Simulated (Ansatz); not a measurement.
# Rh under changes of volume

One of the cells (13.801 Å³/atom); the others are scaled copies at fixed shape and fractional positions:

```
Rh
1.0
     2.69174    0.00000    0.00000
    -1.34587    2.33112    0.00000
     0.00000    0.00000    8.79807
Rh
4
Direct
  0.66667 0.33333 0.75000
  0.00000 0.00000 0.50000
  0.33333 0.66667 0.25000
  0.00000 0.00000 0.00000
```

This isn't the form of Rh at room conditions, which is fcc.

- Program: Ansatz 0.2.0
- Functional: r2SCAN
- Potentials or basis: Ansatz PAW
- Cutoff: 500 eV (not typed: the program's choice for these potentials)
- k mesh: 11 × 11 × 3
- Occupations: fermi-dirac, width 0.05 eV
- Spin: no spin polarisation

```tsv
volume (Å³/atom)	energy over the lowest point (meV/atom)	pressure (GPa)
12.973	41.77	18.8
13.249	16.18	11.3
13.525	?	?
13.801	0.00	-1.2
14.078	6.75	-6.3
14.354	21.86	-10.9
14.630	44.35	-14.9
```

Question: What does the run at 13.525 Å³/atom give?

Answer: Energy over the lowest point 2.73 meV/atom; pressure 4.7 GPa.

Worked out: A Birch-Murnaghan fit of order 3 (a polynomial in V^(-2/3)) to the other rows has its minimum at 13.74 Å³/atom with B0 = V·E''(V) = 281 GPa and B' = 5.2 at fixed shape and positions, which overstates the stiffness. It gives 2.73 meV/atom at 13.525 Å³/atom, against the run's 2.73, and -dE/dV = 4.6 GPa, against 4.7.

Energies are extrapolated to zero smearing.

Caveats: the PAW data sets come from PBE, with cores solved anew for the run's functional, which leaves a small shift of forces and pressure.
